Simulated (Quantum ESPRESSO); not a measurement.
Here is a Quantum ESPRESSO 7.5 calculation.

The input pw.in:

```
&CONTROL
  calculation = 'scf'
  prefix = 'pwscf'
  outdir = './tmp'
  pseudo_dir = './pseudo'
  tprnfor = .true.
  tstress = .true.
  disk_io = 'low'
/
&SYSTEM
  ibrav = 0
  nat = 2
  ntyp = 1
  ecutwfc = 78
  nbnd = 21
  occupations = 'smearing'
  smearing = 'fd'
  degauss = 0.00367493
/
&ELECTRONS
  conv_thr = 4d-10
  electron_maxstep = 120
  mixing_beta = 0.5
/
ATOMIC_SPECIES
Ge    72.6300 Ge.upf
CELL_PARAMETERS angstrom
   0.0000000000    2.8289100000    2.8289100000
   2.8289100000    0.0000000000    2.8289100000
   2.8289100000    2.8289100000    0.0000000000
ATOMIC_POSITIONS crystal
Ge     0.7500000000    0.7500000000    0.7500000000
Ge     0.5000000000    0.5000000000    0.5000000000
K_POINTS automatic
8 8 8 0 0 0
```

The input pp_density.in:

```
&INPUTPP
  prefix = 'pwscf'
  outdir = './tmp'
  filplot = 'density.dat'
  plot_num = 0
/
&PLOT
  nfile = 1
  filepp(1) = 'density.dat'
  iflag = 3
  output_format = 6
  fileout = 'density.cube'
/
```

File pp_potential.in:

```
&INPUTPP
  prefix = 'pwscf'
  outdir = './tmp'
  filplot = 'potential.dat'
  plot_num = 11
/
&PLOT
  nfile = 1
  filepp(1) = 'potential.dat'
  iflag = 3
  output_format = 6
  fileout = 'potential.cube'
/
```

Contents of pp_elf.in:

```
&INPUTPP
  prefix = 'pwscf'
  outdir = './tmp'
  filplot = 'elf.dat'
  plot_num = 8
/
&PLOT
  nfile = 1
  filepp(1) = 'elf.dat'
  iflag = 3
  output_format = 6
  fileout = 'elf.cube'
/
```

The input bands.in:

```
&CONTROL
  calculation = 'bands'
  prefix = 'pwscf'
  outdir = './tmp'
  pseudo_dir = './pseudo'
  disk_io = 'low'
  verbosity = 'high'
/
&SYSTEM
  ibrav = 0
  nat = 2
  ntyp = 1
  ecutwfc = 78
  nbnd = 21
  occupations = 'smearing'
  smearing = 'fd'
  degauss = 0.00367493
/
&ELECTRONS
  conv_thr = 1d-08
  electron_maxstep = 120
  mixing_beta = 0.5
  diago_full_acc = .true.
/
ATOMIC_SPECIES
Ge    72.6300 Ge.upf
CELL_PARAMETERS angstrom
   0.0000000000    2.8289100000    2.8289100000
   2.8289100000    0.0000000000    2.8289100000
   2.8289100000    2.8289100000    0.0000000000
ATOMIC_POSITIONS crystal
Ge     0.7500000000    0.7500000000    0.7500000000
Ge     0.5000000000    0.5000000000    0.5000000000
K_POINTS crystal
60
 0.0000000000  0.0000000000  0.0000000000 1
 0.0625000000  0.0000000000  0.0625000000 1
 0.1250000000  0.0000000000  0.1250000000 1
 0.1875000000  0.0000000000  0.1875000000 1
 0.2500000000  0.0000000000  0.2500000000 1
 0.3125000000  0.0000000000  0.3125000000 1
 0.3750000000  0.0000000000  0.3750000000 1
 0.4375000000  0.0000000000  0.4375000000 1
 0.5000000000  0.0000000000  0.5000000000 1
 0.5000000000  0.0625000000  0.5625000000 1
 0.5000000000  0.1250000000  0.6250000000 1
 0.5000000000  0.1875000000  0.6875000000 1
 0.5000000000  0.2500000000  0.7500000000 1
 0.4375000000  0.3125000000  0.7500000000 1
 0.3750000000  0.3750000000  0.7500000000 1
 0.3375000000  0.3375000000  0.6750000000 1
 0.3000000000  0.3000000000  0.6000000000 1
 0.2625000000  0.2625000000  0.5250000000 1
 0.2250000000  0.2250000000  0.4500000000 1
 0.1875000000  0.1875000000  0.3750000000 1
 0.1500000000  0.1500000000  0.3000000000 1
 0.1125000000  0.1125000000  0.2250000000 1
 0.0750000000  0.0750000000  0.1500000000 1
 0.0375000000  0.0375000000  0.0750000000 1
 0.0000000000  0.0000000000  0.0000000000 1
 0.0625000000  0.0625000000  0.0625000000 1
 0.1250000000  0.1250000000  0.1250000000 1
 0.1875000000  0.1875000000  0.1875000000 1
 0.2500000000  0.2500000000  0.2500000000 1
 0.3125000000  0.3125000000  0.3125000000 1
 0.3750000000  0.3750000000  0.3750000000 1
 0.4375000000  0.4375000000  0.4375000000 1
 0.5000000000  0.5000000000  0.5000000000 1
 0.5250000000  0.4500000000  0.5250000000 1
 0.5500000000  0.4000000000  0.5500000000 1
 0.5750000000  0.3500000000  0.5750000000 1
 0.6000000000  0.3000000000  0.6000000000 1
 0.6250000000  0.2500000000  0.6250000000 1
 0.5833333333  0.2500000000  0.6666666667 1
 0.5416666667  0.2500000000  0.7083333333 1
 0.5000000000  0.2500000000  0.7500000000 1
 0.5000000000  0.2857142857  0.7142857143 1
 0.5000000000  0.3214285714  0.6785714286 1
 0.5000000000  0.3571428571  0.6428571429 1
 0.5000000000  0.3928571429  0.6071428571 1
 0.5000000000  0.4285714286  0.5714285714 1
 0.5000000000  0.4642857143  0.5357142857 1
 0.5000000000  0.5000000000  0.5000000000 1
 0.4821428571  0.4821428571  0.5357142857 1
 0.4642857143  0.4642857143  0.5714285714 1
 0.4464285714  0.4464285714  0.6071428571 1
 0.4285714286  0.4285714286  0.6428571429 1
 0.4107142857  0.4107142857  0.6785714286 1
 0.3928571429  0.3928571429  0.7142857143 1
 0.3750000000  0.3750000000  0.7500000000 1
 0.6250000000  0.2500000000  0.6250000000 1
 0.5937500000  0.1875000000  0.5937500000 1
 0.5625000000  0.1250000000  0.5625000000 1
 0.5312500000  0.0625000000  0.5312500000 1
 0.5000000000  0.0000000000  0.5000000000 1
```

Potentials or basis: PseudoDojo 0.4.1 SR PBEsol standard.

Launch:

```sh
$ OMP_NUM_THREADS=1 pw.x -in pw.in > pw.out
$ OMP_NUM_THREADS=1 pp.x -in pp_density.in > pp_density.out
$ OMP_NUM_THREADS=1 pp.x -in pp_potential.in > pp_potential.out
$ OMP_NUM_THREADS=1 pp.x -in pp_elf.in > pp_elf.out
$ OMP_NUM_THREADS=1 pw.x -in bands.in > bands.out
```

(1) Predict the pressure.

(2) Predict the band gap on the k mesh.

Answers

(1) 0.6 GPa.

(2) none (metal or under the smearing width).

Caveat: this crystal is a semiconductor, whose small gap the functional closes, so the metal is an error of the method.

**Experimental background.**

“Electronic and optical properties of SixGe1-x-ySny alloys lattice-matched to Ge”, 2021, arxiv:2109.02782 reports, for a bulk crystal of Ge at 300 K: band gap 0.807 eV (direct).

Measured gap of Ge: 0.807 eV (direct; 300 K; “Electronic and optical properties of SixGe1-x-ySny alloys lattice-matched to Ge”, 2021, arxiv:2109.02782). This calculation gives 0.00 eV (-0.81 eV). 3 values of this kind are on record (0.666 to 0.807 eV); this one was drawn at random among those near their median. Spin-orbit coupling on Ge is left out. The value is that of PBEsol on a finite k mesh, which can miss the band edges, without temperature or zero-point motion. Semilocal functionals fall short of measured gaps as a rule.
